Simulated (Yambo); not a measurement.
# ZnSe (Stilleite) (F-43m) in Yambo: notebook, part 2 of 2

Yambo 5.3.0. The steps go on from the part before.

### Step 3. Optical spectrum, PBE

optics8.in

```
optics
chi
Chimod= "IP"
% BndsRnXd
 1 | 28 |
%
% LongDrXd
 1 | 1 | 1 |
%
% QpntsRXd
 1 | 1 |
%
% EnRngeXd
 0 | 30 | eV
%
% DmRngeXd
 0.1 | 0.1 | eV
%
ETStpsXd= 150
```

scf.in

```
&CONTROL
  calculation = 'scf'
  prefix = 'pwscf'
  outdir = './tmp'
  pseudo_dir = './pseudo'
/
&SYSTEM
  ibrav = 0
  A = 4.00759839
  nat = 2
  ntyp = 2
  ecutwfc = 70
  nbnd = 20
  occupations = 'smearing'
  smearing = 'fd'
  degauss = 0.00367493
  force_symmorphic = .true.
/
&ELECTRONS
  conv_thr = 4d-10
  electron_maxstep = 120
  mixing_beta = 0.5
/
ATOMIC_SPECIES
Se    78.9710 Se_ONCV_PBE-1.2.upf
Zn    65.3800 Zn_ONCV_PBE-1.2.upf
CELL_PARAMETERS alat
   0.0000000000    0.7071067817    0.7071067817
   0.7071067817    0.0000000000    0.7071067817
   0.7071067817    0.7071067817    0.0000000000
ATOMIC_POSITIONS alat
Se     1.0606601726    1.0606601726    1.0606601726
Zn     0.0000000000    0.0000000000    0.0000000000
K_POINTS automatic
8 8 8 0 0 0
```

nscf.in

```
&CONTROL
  calculation = 'nscf'
  prefix = 'pwscf'
  outdir = './tmp'
  pseudo_dir = './pseudo'
/
&SYSTEM
  ibrav = 0
  A = 4.00759839
  nat = 2
  ntyp = 2
  ecutwfc = 70
  nbnd = 133
  occupations = 'fixed'
  force_symmorphic = .true.
/
&ELECTRONS
  conv_thr = 1d-08
  diago_full_acc = .true.
  diago_thr_init = 1d-06
/
ATOMIC_SPECIES
Se    78.9710 Se_ONCV_PBE-1.2.upf
Zn    65.3800 Zn_ONCV_PBE-1.2.upf
CELL_PARAMETERS alat
   0.0000000000    0.7071067817    0.7071067817
   0.7071067817    0.0000000000    0.7071067817
   0.7071067817    0.7071067817    0.0000000000
ATOMIC_POSITIONS alat
Se     1.0606601726    1.0606601726    1.0606601726
Zn     0.0000000000    0.0000000000    0.0000000000
K_POINTS automatic
4 4 4 0 0 0
```

Potentials or basis: SG15 PBE 1.2.

Launch:

```bash
$ OMP_NUM_THREADS=1 pw.x -in scf.in > scf.out
$ OMP_NUM_THREADS=1 pw.x -in nscf.in > nscf.out
$ cd tmp/pwscf.save; p2y; mv SAVE ../..; cd ../..
$ OMP_NUM_THREADS=1 yambo
$ OMP_NUM_THREADS=1 yambo -F optics8.in -J optics8 -C optics8_out
```

Yambo's report:

```text
[... sections 02.01 to 02.04 as in the set-up run ...]

  [02.05] Energies & Occupations
  ==============================

  [X] === General ===
  [X] Electronic Temperature                        :  0.000000  0.000000 [eV K]
  [X] Bosonic    Temperature                        :  0.000000  0.000000 [eV K]
  [X] Finite Temperature mode                       : no
  [X] El. density                                   :  0.57126E+24 [cm-3]
  [X] Fermi Level                                   :  7.021464 [eV]

  [X] === Gaps and Widths ===
  [X] Conduction Band Min                           :  1.276018 [eV]
  [X] Valence Band Max                              :  0.000000 [eV]
  [X] Filled Bands                                  :  13
  [X] Empty Bands                                   :   14  133
  [X] Direct Gap                                    :  1.276018 [eV]
  [X] Direct Gap localized at k                     :  1
  [X] Indirect Gap                                  :  1.276018 [eV]
  [X] Indirect Gap between kpts                     :  1  1
  [X] Last valence band width                       :  2.661100 [eV]
  [X] 1st conduction band width                     :  4.200058 [eV]

 [03] Transferred momenta grid and indexing
 ==========================================

 IBZ Q-points                                      :   8
 BZ  Q-points                                      :   64

 K/Q-points units:
 rlu = crystal or reduced units; cc = cartesian coordinates; iku = interal k-units

 Q [1]          [rlu]:  0.000000  0.000000  0.000000
 Q [2]          [rlu]:  0.12022E-16  0.12022E-16  0.25000
 Q [3]          [rlu]: -0.76452E-17 -0.76452E-17 -0.50000
 Q [4]          [rlu]:  0.63526E-17  0.25000      0.25000
 Q [5]          [rlu]:  0.52077E-16  0.25000      0.50000
 Q [6]          [rlu]: -0.76452E-17  0.25000     -0.25000
 Q [7]          [rlu]: -0.12705E-16 -0.50000     -0.50000
 Q [8]          [rlu]:  0.250000 -0.500000 -0.250000

 [WARNING] [Xd] User bands 1-28 break level degeneracy

 [04] Dipoles
 ============

  [04.01] Setup: observables and procedures
  =========================================

  [WF-Oscillators/G space/Transverse up loader] Normalization (few states)  min/max  :  0.23377E-16   1.0000

  [WR./optics8//ndb.dipoles]------------------------------------------------------
   Brillouin Zone Q/K grids (IBZ/BZ)                :    8   64    8   64
   RL vectors                                       :   3839 [WF]
   Fragmentation                                    : yes
   Electronic Temperature                           :  0.000000 [K]
   Bosonic    Temperature                           :  0.000000 [K]
   DIP band range                                   :   1  28
   DIP band range limits                            :  13  14
   DIP e/h energy range                             : -1.000000 -1.000000 [eV]
   RL vectors in the sum                            :   3839
   [r,Vnl] included                                 : yes
   Bands ordered                                    : yes
   Direct v evaluation                              : no
   Approach used                                    : G-space v
   Dipoles computed                                 : R V P [G-space]
   Wavefunctions                                    : Perdew, Burke & Ernzerhof(X)+Perdew, Burke & Ernzerhof(C)

  [WARNING] [r,Vnl^pseudo] included in position and velocity dipoles.

  [WARNING] In case H contains other non local terms, these are neglected

 [05] Optics
 ===========

 [X-CG] R(p) Tot o/o(of R):    930  12480    100
```

o-optics8.eel_q1_ip:

```text
# Electron Energy Loss @ Q(1):  0.577350269     0.577350269     0.577350269    [q->0 direction]
#
# [ X ] Hartree size                              :  1
# [GEN] GF Energies                               : Perdew, Burke & Ernzerhof(X)+Perdew, Burke & Ernzerhof(C)
# [GEN] Green`s Function                          : T-ordered
#
# [GEN] Gauge                                     : Length
# [GEN] [r,Vnl] included                          : yes
#
#    E[1] [eV]          Im(eel)            Re(eel)
#
        0.000000           0.002885          -0.069025
        0.201342           0.002985          -0.068293
        0.402685           0.003318          -0.065988
        0.604027           0.004015          -0.061739
        0.805369           0.005431          -0.054681
        1.006711           0.008646          -0.042769
[... 142 lines left out ...]
        29.79866           0.215856          -2.079042
        30.00000           0.087071          -1.971856
#
```

o-optics8.eps_q1_ip:

```text
# Absorption @ Q(1):  0.577350269     0.577350269     0.577350269    [q->0 direction]
#
# [ X ] Hartree size                              :  1
# [GEN] GF Energies                               : Perdew, Burke & Ernzerhof(X)+Perdew, Burke & Ernzerhof(C)
# [GEN] Green`s Function                          : T-ordered
#
# [GEN] Gauge                                     : Length
# [GEN] [r,Vnl] included                          : yes
#
#    E[1] [eV]          Im(eps)            Re(eps)
#
        0.000000           0.604395           14.46216
        0.201342           0.638711           14.61497
        0.402685           0.760109           15.11606
        0.604027           1.049031           16.12904
        0.805369           1.798610           18.10927
        1.006711           4.541124           22.46324
[... 142 lines left out ...]
        29.79866           0.049406           0.475861
        30.00000           0.022350           0.506149
#
```

It took 63 s on 1 thread of Arm Neoverse V2, shared host; peak memory 0.24 GiB.

Results:

| Quantity | Value |
| --- | --- |
| Band gap on the k mesh, mean-field level | 1.28 eV, direct |
| Electronic dielectric constant along the field | 14.46 |

Dielectric function (along the field direction of the input):
| energy (eV) | real part | imaginary part |
| --- | --- | --- |
| 0.40 | 15.12 | 0.76 |
| 0.81 | 18.11 | 1.80 |
| 1.21 | 27.44 | 24.33 |
| 1.81 | 5.68 | 1.59 |
| 2.21 | 9.73 | 1.03 |
| 2.82 | 17.80 | 2.93 |
| 3.22 | 12.64 | 38.80 |
| 3.83 | 0.55 | 2.33 |
| 4.23 | 6.92 | 1.50 |
| 4.83 | 21.20 | 6.48 |
| 5.23 | 10.03 | 37.34 |
| 5.84 | -11.38 | 7.46 |
| 6.24 | -4.01 | 2.21 |
| 6.85 | 5.70 | 10.76 |
| 7.25 | -4.05 | 9.84 |
| 7.85 | -0.08 | 2.81 |
| 8.26 | -3.97 | 6.93 |
| 8.86 | -0.59 | 2.39 |
| 9.26 | -0.66 | 3.17 |
| 9.87 | 0.63 | 4.78 |
| 10.27 | -2.49 | 2.38 |
| 10.87 | -2.22 | 4.38 |
| 11.28 | -2.46 | 0.92 |
| 11.88 | -1.40 | 0.91 |
| 12.28 | -1.14 | 0.59 |
| 12.89 | -0.81 | 0.66 |
| 13.29 | -0.32 | 0.58 |
| 13.89 | -0.59 | 0.71 |
| 14.30 | -0.67 | 0.45 |
| 14.90 | -0.56 | 1.08 |
| 15.30 | -0.36 | 0.23 |
| 15.91 | 0.03 | 0.25 |
| 16.31 | 0.02 | 0.36 |
| 16.91 | -0.10 | 0.72 |
| 17.32 | -0.04 | 0.47 |
| 17.92 | -0.10 | 0.58 |
| 18.32 | 0.09 | 0.36 |
| 18.93 | 0.25 | 0.38 |
| 19.33 | 0.32 | 0.51 |
| 19.93 | 0.22 | 0.36 |

Energy-loss function:
```tsv
energy (eV)	loss
0.0	0.003
1.2	0.018
2.6	0.008
3.8	0.406
5.2	0.025
6.4	0.436
7.9	0.355
9.1	0.374
10.5	0.287
11.7	0.200
13.1	0.737
14.3	0.694
15.7	2.601
16.9	1.369
18.3	2.609
19.5	1.659
20.9	2.371
22.1	1.965
23.6	1.162
24.8	0.586
26.2	1.243
27.4	0.347
28.8	0.684
30.0	0.087
```

Caveat: the k mesh is coarse (spacing up to 0.48 Å⁻¹), so the values aren't converged; spectra need much finer meshes, so this one isn't converged; independent-particle spectra lack excitons. A k mesh can miss the band edges.

### Step 4. Optical spectrum, PBE

optics9.in

```
optics
chi
Chimod= "HARTREE"
% BndsRnXd
 1 | 28 |
%
NGsBlkXd= 2 Ry
% LongDrXd
 1 | 1 | 1 |
%
% QpntsRXd
 1 | 1 |
%
% EnRngeXd
 0 | 20 | eV
%
% DmRngeXd
 0.3 | 0.3 | eV
%
ETStpsXd= 300
% XfnQP_E
 0.9 | 1.0 | 1.0 |
%
```

scf.in is that of step 3.

nscf.in is that of step 3.

Potentials or basis: SG15 PBE 1.2.

Launch:

```bash
$ OMP_NUM_THREADS=1 pw.x -in scf.in > scf.out
$ OMP_NUM_THREADS=1 pw.x -in nscf.in > nscf.out
$ cd tmp/pwscf.save; p2y; mv SAVE ../..; cd ../..
$ OMP_NUM_THREADS=1 yambo
$ OMP_NUM_THREADS=1 yambo -F optics9.in -J optics9 -C optics9_out
```

Yambo's report:

```text
[... sections 02.01 to 02.04 as in the set-up run ...]

  [02.05] Energies & Occupations
  ==============================

  [X] === General ===
  [X] Electronic Temperature                        :  0.000000  0.000000 [eV K]
  [X] Bosonic    Temperature                        :  0.000000  0.000000 [eV K]
  [X] Finite Temperature mode                       : no
  [X] El. density                                   :  0.57126E+24 [cm-3]
  [X] Fermi Level                                   :  7.021464 [eV]

  [X] === Gaps and Widths ===
  [X] Conduction Band Min                           :  1.276018 [eV]
  [X] Valence Band Max                              :  0.000000 [eV]
  [X] Filled Bands                                  :  13
  [X] Empty Bands                                   :   14  133
  [X] Direct Gap                                    :  1.276018 [eV]
  [X] Direct Gap localized at k                     :  1
  [X] Indirect Gap                                  :  1.276018 [eV]
  [X] Indirect Gap between kpts                     :  1  1
  [X] Last valence band width                       :  2.661100 [eV]
  [X] 1st conduction band width                     :  4.200058 [eV]

 [03] Transferred momenta grid and indexing
 ==========================================

 IBZ Q-points                                      :   8
 BZ  Q-points                                      :   64

 K/Q-points units:
 rlu = crystal or reduced units; cc = cartesian coordinates; iku = interal k-units

 Q [1]          [rlu]:  0.000000  0.000000  0.000000
 Q [2]          [rlu]:  0.12022E-16  0.12022E-16  0.25000
 Q [3]          [rlu]: -0.76452E-17 -0.76452E-17 -0.50000
 Q [4]          [rlu]:  0.63526E-17  0.25000      0.25000
 Q [5]          [rlu]:  0.52077E-16  0.25000      0.50000
 Q [6]          [rlu]: -0.76452E-17  0.25000     -0.25000
 Q [7]          [rlu]: -0.12705E-16 -0.50000     -0.50000
 Q [8]          [rlu]:  0.250000 -0.500000 -0.250000

 [WARNING] [Xd] User bands 1-28 break level degeneracy

 [04] External/Internal QP corrections
 =====================================

 [QP_apply] Action to be applied: USER defined scissor

  [04.01]  QP corrections report
  ==============================

  [X+QP] === General ===
  [X+QP] Electronic Temperature                     :  0.000000  0.000000 [eV K]
  [X+QP] Bosonic    Temperature                     :  0.000000  0.000000 [eV K]
  [X+QP] Finite Temperature mode                    : no
  [X+QP] El. density                                :  0.57126E+24 [cm-3]
  [X+QP] Fermi Level                                :  0.000000 [eV]

  [X+QP] === Gaps and Widths ===
  [X+QP] Conduction Band Min                        :  2.176018 [eV]
  [X+QP] Valence Band Max                           :  0.000000 [eV]
  [X+QP] Filled Bands                               :  13
  [X+QP] Empty Bands                                :   14  133
  [X+QP] Direct Gap                                 :  2.176018 [eV]
  [X+QP] Direct Gap localized at k                  :  1
  [X+QP] Indirect Gap                               :  2.176018 [eV]
  [X+QP] Indirect Gap between kpts                  :  1  1
  [X+QP] Last valence band width                    :  2.661100 [eV]
  [X+QP] 1st conduction band width                  :  4.200058 [eV]

  [coarse-grid] Minimum Bare Gap        [ev]:  1.276018
  [coarse-grid] Minimum Gap Correction  [ev]:  0.900000

  Eqp @ K [1]
  -125.2432  -79.4117  -79.4117  -79.4117  -13.2655   -6.5451   -6.5451   -6.5451
   -6.1779      -6.1779     -0.17350E-08 -0.27594E-09   0.0000       2.1760       6.7020       6.7020
    6.70204  10.82945  12.37746  12.37746  13.96313  13.96313  13.96313  16.78757
   27.11218  27.11218  27.11218  28.31531  28.31531  28.31531  29.25046  29.25046
  Eqp @ K [2]
  -125.2431  -79.4117  -79.4117  -79.4117  -12.9037   -6.4946   -6.4946   -6.4829
  -6.177606 -6.177606 -3.047631 -0.476321 -0.476321  3.638146  7.334455  7.334455
    7.46114  11.34754  11.34754  11.61696  14.88221  17.96769  17.96769  20.50229
   20.90688  20.90688  21.25226  28.45490  28.45490  29.54608  29.54608  29.86239
  Eqp @ K [3]
  -125.2431  -79.4118  -79.4117  -79.4117  -12.4771   -6.4579   -6.4579   -6.1591
  -6.159055 -6.018317 -5.225777 -0.866960 -0.866960  3.433384  7.280507  7.280507
    9.46944  11.86643  14.02911  14.02911  15.11623  15.43775  15.43775  21.67045
   24.17968  24.19880  24.19880  24.95464  24.95464  28.60016  28.97615  29.58756
  Eqp @ K [4]
[... 10 lines left out ...]
  -125.2431  -79.4117  -79.4117  -79.4117  -12.4964   -6.4463   -6.4285   -6.2912
  -6.189412 -6.127667 -4.142703 -2.538635 -0.908883  5.034808  7.274203  7.713333
    8.21293  10.76276  12.89321  15.01563  15.52737  16.16177  20.01932  20.41568
   21.07225  22.40296  23.52298  24.11321  26.17258  27.61423  27.68666  29.10521
  Eqp @ K [7]
  -125.2431  -79.4118  -79.4117  -79.4117  -12.2092   -6.5147   -6.2925   -6.2925
   -6.12924  -5.99825  -4.75239  -2.18376  -2.18376   3.87828   4.35356  11.62558
   12.14869  12.14869  14.87934  15.36212  15.36212  15.87110  18.57219  20.72428
   22.07374  22.07374  22.35482  22.43335  22.86472  22.86472  24.79399  30.17032
  Eqp @ K [8]
  -125.2432  -79.4117  -79.4117  -79.4117  -12.2043   -6.4287   -6.3386   -6.2099
  -6.206684 -5.877325 -4.683538 -2.762176 -2.661100  6.376077  6.446473  7.863037
    8.60509  12.61049  14.71483  14.98446  15.59669  18.62969  20.30813  20.42179
   20.73702  21.05187  22.90153  23.02037  25.47767  27.47121  27.76135  28.19943

 [05] Dipoles
 ============

  [05.01] Setup: observables and procedures
  =========================================

  [WF-Oscillators/G space/Transverse up loader] Normalization (few states)  min/max  :  0.23377E-16   1.0000

  [WR./optics9//ndb.dipoles]------------------------------------------------------
   Brillouin Zone Q/K grids (IBZ/BZ)                :    8   64    8   64
   RL vectors                                       :   3839 [WF]
   Fragmentation                                    : yes
   Electronic Temperature                           :  0.000000 [K]
   Bosonic    Temperature                           :  0.000000 [K]
   DIP band range                                   :   1  28
   DIP band range limits                            :  13  14
   DIP e/h energy range                             : -1.000000 -1.000000 [eV]
   RL vectors in the sum                            :   3839
   [r,Vnl] included                                 : yes
   Bands ordered                                    : yes
   Direct v evaluation                              : no
   Approach used                                    : G-space v
   Dipoles computed                                 : R V P [G-space]
   Wavefunctions                                    : Perdew, Burke & Ernzerhof(X)+Perdew, Burke & Ernzerhof(C)

  [WARNING] [r,Vnl^pseudo] included in position and velocity dipoles.

  [WARNING] In case H contains other non local terms, these are neglected

 [06] Optics
 ===========

 [X-CG] R(p) Tot o/o(of R):    930  12480    100
```

o-optics9.eps_q1_inv_rpa_dyson:

```text
# Absorption @ Q(1):  0.577350269     0.577350269     0.577350269    [q->0 direction]
#
# [ X ] Hartree size                              :  27
# [GEN] GF Energies                               : Perdew, Burke & Ernzerhof(X)+Perdew, Burke & Ernzerhof(C)+ user defined corrections @E
# [GEN] Green`s Function                          : T-ordered
#
# [GEN] Gauge                                     : Length
# [GEN] [r,Vnl] included                          : yes
#
#    E[1] [eV]          Im(eps)            Re(eps)            Im(eps_o)          Re(eps_o)
#
        0.000000           0.754549           10.23908           0.791520           10.84454
        0.066890           0.755919           10.24275           0.792896           10.84826
        0.133779           0.760050           10.25379           0.797044           10.85947
        0.200669           0.767010           10.27228           0.804032           10.87824
        0.267559           0.776911           10.29838           0.813972           10.90471
        0.334448           0.789917           10.33227           0.827028           10.93910
[... 292 lines left out ...]
        19.93311           0.538870           0.360672           0.412586           0.170245
        20.00000           0.550180           0.353610           0.417601           0.181160
#
```

Wall time 64 s (1 thread of Arm Neoverse V2, shared host); peak memory 0.27 GiB.

What came out:

```yaml
Band_gap_on_the_k_mesh_mean-field_level: 1.28 eV, direct
Electronic_dielectric_constant_along_the_field: 10.24
Electronic_dielectric_constant_along_the_field_independent_particles: 10.84
```

Dielectric function (along the field direction of the input):
| energy (eV) | real part | imaginary part |
| --- | --- | --- |
| 0.27 | 10.30 | 0.78 |
| 0.94 | 11.06 | 1.11 |
| 1.61 | 13.44 | 3.05 |
| 2.27 | 5.84 | 11.62 |
| 2.94 | 6.55 | 2.87 |
| 3.61 | 11.70 | 4.60 |
| 4.35 | 0.68 | 14.12 |
| 5.02 | 3.25 | 3.73 |
| 5.69 | 10.02 | 7.10 |
| 6.35 | -3.24 | 17.97 |
| 7.02 | -4.86 | 4.73 |
| 7.69 | -0.21 | 4.28 |
| 8.43 | -2.28 | 3.74 |
| 9.10 | -0.97 | 4.03 |
| 9.77 | -1.26 | 2.28 |
| 10.43 | -0.45 | 2.25 |
| 11.10 | -0.73 | 2.86 |
| 11.77 | -0.37 | 3.00 |
| 12.51 | -1.63 | 1.80 |
| 13.18 | -1.21 | 1.18 |
| 13.85 | -0.79 | 0.86 |
| 14.52 | -0.43 | 1.02 |
| 15.18 | -0.59 | 0.77 |
| 15.85 | -0.35 | 0.70 |
| 16.59 | -0.17 | 0.39 |
| 17.26 | 0.11 | 0.40 |
| 17.93 | 0.18 | 0.60 |
| 18.60 | 0.21 | 0.47 |
| 19.26 | 0.26 | 0.51 |
| 20.00 | 0.35 | 0.55 |

Caveat: the k mesh is coarse (spacing up to 0.48 Å⁻¹), so the values aren't converged; the scissor is the correction of the direct gap in an earlier G0W0 run on the same states; spectra need much finer meshes, so this one isn't converged; these spectra lack excitons.

### Step 5. Summary

```csv
task,random integration of the Coulomb term,broadening,states corrected,frequency dependence of W,terminator of the band sum in the self-energy,other keys,gap on the mesh (eV)
G0W0 quasiparticle levels,yes,0.1 eV,Γ and the k points of the band edges,plasmon pole,Bruneval-Gonze,"several, not listed",-
optical spectrum,-,0.1 eV,-,-,-,-,1.28
optical spectrum,-,0.3 eV,-,-,-,-,1.28
```

Alike in all rows: level PBE; potentials or basis SG15 PBE 1.2; no spin polarisation; cell as given; k mesh 4 × 4 × 4; cutoff (eV) 952; smearing fixed; the mesh is coarse, so values aren't converged.

Caveats: all runs use coarse meshes; spectra need much finer meshes, so this one isn't converged (some runs); this version prints the column dSc/dw multiplied by 27.2 (some runs); the terminator is approximate in this version, by hundredths of an eV (some runs); independent-particle spectra lack excitons (some runs); the scissor is the correction of the direct gap in an earlier G0W0 run on the same states (some runs); these spectra lack excitons (some runs).

Total energies depend on the potentials used, so only differences within one code and one set of settings carry meaning.
